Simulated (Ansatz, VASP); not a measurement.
# AlSi26C27 (Al_Si) in two plane-wave programs, part 2 of 2

Wanted: the spread between two codes on one cell, functional and k mesh. The cell is taken from a series of runs on this material, whose earlier steps may have relaxed, scaled, displaced or heated it; both programs get it as it stands.

VASP 6.6.1 and Ansatz 0.2.0.

So far. Step 3 (VASP: single point, r2SCAN, pair 1): The run ends at a pressure of 4.30 GPa, with forces up to 0.0052 eV/Å.

### Step 5. VASP: single point, r2SCAN, pair 2

Level of this step: r2SCAN; plane waves and PAW (Si, C, Al) (VASP).

A single point gives forces, pressure and levels at one fixed geometry, so differences don't come from the geometry; what else differs is listed under the comparison.

Input file INCAR:

```
SYSTEM = AlSi26C27
PREC = Accurate
ENCUT = 580
EDIFF = 1E-06
NELM = 120
ISMEAR = 0
SIGMA = 0.01
LREAL = Auto
ALGO = Normal
METAGGA = R2SCAN
LASPH = .TRUE.
NELECT = 214
NBANDS = 144
LORBIT = 11
LWAVE = .FALSE.
LCHARG = .FALSE.
ISIF = 2
ISYM = 0
GGA_COMPAT = .FALSE.
LMIXTAU = .TRUE.
KPAR = 4
```

Input file POSCAR:

```
AlSi26C27
1.0
    0.0000000000      6.5348887282      6.5348887282
    6.5348887282      0.0000000000      6.5348887282
    6.5348887282      6.5348887282      0.0000000000
Si C Al
26 27 1
Direct
    0.9995419367      0.0001584528      0.9998333066
    0.9995661451      0.0000730293      0.3334158170
    0.9999955872      0.0005969551      0.6662162234
    0.9996174679      0.3337008374      0.9997130581
    0.9993806001      0.3336054768      0.3333219106
    0.9993052012      0.3336916337      0.6666103186
    0.0001743035      0.6664250750      0.0002855466
    0.9993426893      0.6668866009      0.3333797031
    0.9986064064      0.6670070434      0.6667604571
    0.3331707497      0.0000487489      0.9997255794
    0.3329206870      0.0002260138      0.3333139968
    0.3337377062      0.9989806960      0.6673950576
    0.3330328208      0.3336387682      0.9997475841
    0.3327061657      0.3336196534      0.3332695040
    0.3331426105      0.3327951462      0.6669119758
    0.3337759616      0.6676651255      0.9986533128
    0.3331211515      0.6671066779      0.3324556205
    0.6662707742      0.0005155163      0.0002281543
    0.6658184892      0.0002557956      0.3334288474
    0.6659107229      0.0002118456      0.6667127054
    0.6658803638      0.3337077075      0.9999131007
    0.6657156447      0.3337808564      0.3335504775
    0.6657964641      0.3342283778      0.6666029585
    0.6659768966      0.6669176204      0.9999526325
    0.6659633538      0.6666724318      0.3340901353
    0.6646049542      0.6678066685      0.6676233405
    0.0823432026      0.0834847767      0.0831435671
    0.0821781399      0.0837800503      0.4162966860
    0.0823098109      0.0835299803      0.7497686835
    0.0822435844      0.4166857590      0.0833322714
    0.0821588569      0.4168349532      0.4164430283
    0.0819593168      0.4167016075      0.7499156811
    0.0823507321      0.7501887553      0.0831264395
    0.0819723306      0.7503301637      0.4162835407
    0.0684171369      0.7544381588      0.7539428044
    0.4158019688      0.0834238521      0.0828237679
    0.4155550199      0.0834947328      0.4164931743
    0.4153350855      0.0832399967      0.7495569101
    0.4156018529      0.4169386731      0.0829864523
    0.4156366663      0.4167200100      0.4162821940
    0.4187152420      0.4048123256      0.7536643999
    0.4154146257      0.7500107637      0.0827109839
    0.4188330727      0.7542561214      0.4039970914
    0.4182520678      0.7534112450      0.7529430275
    0.7491198543      0.0836382160      0.0832626901
    0.7490140482      0.0835662906      0.4164088706
    0.7482735955      0.0835703712      0.7501441669
    0.7490451240      0.4167007549      0.0832136395
    0.7489230240      0.4168716949      0.4165293098
    0.7486204108      0.4170867364      0.7498581175
    0.7483605438      0.7505516157      0.0830671777
    0.7486736238      0.7502404960      0.4167063638
    0.7481298250      0.7502083768      0.7498372417
    0.3338833749      0.6669796693      0.6668526574
```

Input file KPOINTS:

```
Points of the shifted mesh
8
Reciprocal
 0.2500000000  0.2500000000  0.2500000000 1
 0.2500000000  0.2500000000  0.7500000000 1
 0.2500000000  0.7500000000  0.2500000000 1
 0.2500000000  0.7500000000  0.7500000000 1
 0.7500000000  0.2500000000  0.2500000000 1
 0.7500000000  0.2500000000  0.7500000000 1
 0.7500000000  0.7500000000  0.2500000000 1
 0.7500000000  0.7500000000  0.7500000000 1
```

Potentials, in the order of the species: Si, C and Al (PBE family, release 64).

Command:

```bash
> mpirun -np 8 vasp_std
```

Numbers of over 12 decimals in the logs are rounded to 6 here.

The program printed:

```text
[banner, memory and clock lines left out]
running    8 mpi-ranks, on    1 nodes
[...]
[... a notice as in an earlier step ...]

 [... a notice as in an earlier step ...]

 LDA part: xc-table for (None), standard interpolation
 POSCAR, INCAR and KPOINTS ok, starting setup
[...]
entering main loop
       N       E                     dE             d eps       ncg     rms          rms(c)
DAV:   1     0.590415681757E+03    0.59042E+03   -0.10800E+05  2304   0.151E+03
DAV:   2    -0.525367600584E+03   -0.11158E+04   -0.10616E+04  2848   0.255E+02
DAV:   3    -0.602392180774E+03   -0.77025E+02   -0.76071E+02  2744   0.628E+01
DAV:   4    -0.604084893431E+03   -0.16927E+01   -0.16860E+01  2784   0.102E+01
DAV:   5    -0.604126341684E+03   -0.41448E-01   -0.41401E-01  2760   0.156E+00BRMIX: very serious problems
 the old and the new charge density differ
 old charge density:   215.00000 new  214.00000
BRMIX: very serious problems
 the old and the new charge density differ
 old charge density:   215.00000 new  214.00000
BRMIX: very serious problems
 the old and the new charge density differ
 old charge density:   215.00000 new  214.00000
BRMIX: very serious problems
 the old and the new charge density differ
 old charge density:   215.00000 new  214.00000
    0.471E+01
DAV:   6    -0.545195101580E+03    0.58931E+02   -0.14143E+02  2608   0.233E+01    0.267E+01
DAV:   7    -0.518327891378E+03    0.26867E+02   -0.10018E+01  2616   0.822E+00    0.108E+01
DAV:   8    -0.522567426326E+03   -0.42395E+01   -0.13996E+01  2672   0.913E+00    0.608E+00
DAV:   9    -0.524227020863E+03   -0.16596E+01   -0.30899E+00  2616   0.513E+00    0.219E+00
[...]
DAV:  21    -0.525915861565E+03   -0.63222E-05   -0.31669E-06  1872   0.703E-03    0.466E-03
DAV:  22    -0.525915862915E+03   -0.13500E-05   -0.22710E-06  1392   0.485E-03    0.313E-03
DAV:  23    -0.525915862162E+03    0.75366E-06   -0.62164E-07  1344   0.221E-03
   1 F= -.52591586E+03 E0= -.52591477E+03  d E =-.217570E-02
```

OUTCAR, selected parts (step 5):

```text
  Total       -8.7726288     -6.6743558     -6.9831698      3.2128940      1.2701859      3.6585734
  in kB      -25.1823205    -19.1591109    -20.0455787      9.2227914      3.6461396     10.5021391
  external PRESSURE =     -21.4623367 kB  Pullay stress =       0.0000000 kB

 POSITION                                       TOTAL-FORCE (eV/Angst)
 -----------------------------------------------------------------------------------
      6.53483     13.06569      6.53293        -0.010997     -0.013704     -0.005563
      2.17931      8.71089      6.53253        -0.003839     -0.022127     -0.021211
      4.35755     10.88851      6.53876         0.065163     -0.018746      0.004812
      8.71371     13.06540      8.71309         0.004185     -0.023461     -0.021166
      4.35830      8.70906      8.71092         0.039153     -0.006759      0.008016
      6.53686     10.88657      8.71099        -0.014156     -0.016815     -0.007248
      4.35688      0.00301      4.35615         0.064434     -0.004162     -0.005935
      6.53663      8.70919     10.88862        -0.007722     -0.014008     -0.009408
      8.71602     10.88299     10.88460         0.009700     -0.024956     -0.010849
      6.53341      8.71033      2.17755         0.023617     -0.019976     -0.011811
      2.17965      4.35377      2.17708         0.002932     -0.009486      0.014974
     10.88958      6.54229      8.70917         0.006530     -0.020514     -0.010919
      8.71353      8.70957      4.35662         0.016643     -0.004361      0.000272
      4.35805      4.35208      4.35437         0.003098     -0.015644     -0.009085
[...]
-----------------------------------------------------------------------------------
    total drift:                               -0.006850     -0.012478     -0.003685

  FREE ENERGIE OF THE ION-ELECTRON SYSTEM (eV)
  ---------------------------------------------------
  free  energy   TOTEN  =      -525.9158621617 eV

  energy  without entropy=     -525.9136864645  energy(sigma->0) =     -525.91477431

[... 1 part as in an earlier step ...]
```

The run ends at a pressure of -2.15 GPa, with forces up to 0.082 eV/Å.

### Step 6. Ansatz: single point, r2SCAN, pair 2

The same cell, functional and mesh now go to Ansatz.

The cell is taken from a series of runs on this material, whose earlier steps may have relaxed, scaled, displaced or heated it; both programs get it as it stands.

Input file input.yaml:

```yaml
crystal:
  checkpoint: "../qp1.relax.run"
  host: checkpoint
total_charge: 1
basis:
  ecutwfc: 500
  xc_grid: 2
hamiltonian:
  xc: r2scan
  pseudopotentials: { kind: paw, azcp: { folder: soft_1 } }
kpoints:
  mp_grid: { grid: [2, 2, 2], shift: [0.5, 0.5, 0.5] }
scf:
  occupations: { method: fixed }
  max_iter: 100
output:
  forces: true
  eigenvalues: true
  charged_corrections:
    epsilon: 7.06
    static_epsilon: 10.43
    defect_position: [0.333333, 0.666667, 0.666667]
  eigenstates: { localisation: true }
  populations: true
  band_densities: [{ bands: [v1, v1] }, { bands: [c1, c1] }]
  write_density: true
  write_potential: true
  volumetric_format: npy
checkpoint:
  read: "../qp1.relax.run"
  write: "../qp1.point.run"
  compress: false
  write_wavefunctions: false
  write_every: 100000
```

Command:

```bash
> ansatz run input.yaml --threads 4 --pin off --max-ram 7536MiB --backend cpu --events-out ev --progress --plain --runs-dir out
```

The program printed:

```text
crystal.checkpoint: the structure is that of <dir>, a `relax` run, at its step 5: its result, under r2scan at a charge of 1 e; 54 atoms read, 0 with a starting moment; crystal.structure_sha256 for this input is
[...]
Crystal: 54 atoms, lattice volume = 558.142 Å³
Basis set: ecut = 500 eV, 14163 PW (Γ), exchange–correlation on 144×144×144 points (8 copies of the dense FFT grid, shifted against one another)
[...]
6     Si      2.9351
     7      C      4.9465
[...]
50     Si      2.9311
    51      C      4.9448
    52     Si      2.9275
    53      C      4.9332
  spilling = 0.009822 (of n_electrons = 214.000000)
--- Band densities, each state counted as filled ---
  window                                       electrons  max residual (eV)  cut levels
  bands: [v1, v1]                               2.000000             1.1e-9           0
  bands: [c1, c1]                               2.000000             4.7e-5           0
[key lines of the parts left out:]
SCF converged after 2 iterations
Free energy (F): -23974.635511 eV
Fermi energy:    9.307072 eV
```

### Step 7. Side by side

At this near-relaxed geometry the largest component of a force difference is 78 meV/Å. The cell carries a charge of +1 e against a uniform background, so its pressure also hangs on how the neutralising background is counted, and in a defect's cell a gap may be the spacing between its levels.

### Step 8. Outcome

```yaml
difference_in_gap_on_the_k_mesh_single_point_r2scan_pair_1: -0.011 eV
r_m_s_force_difference_single_point_r2scan_pair_2: 18 meV/Å
```

The r.m.s. force difference is 18 meV/Å (single point, r2SCAN, pair 2), beyond the 12 meV/Å picked in this series as the mark of a large difference. What causes the difference of the single point, r2SCAN, pair 2 pair stays open here. Such differences can come from data sets, numerical settings and the points named under the comparisons, not from the functional's error against experiment.

[Lines on the potential files, build, host, timing and source positions are cut from VASP's logs without a mark.]

[Logs are printed without paths, hosts, clocks, repeated set-up lines and the standing remarks that a program may print on its own settings, such as how far it seeks lower states.]

[Hosts, paths, dates, database ids (printed as entryN), source tags and the programs' standing remarks are cut or masked in the printed files.]
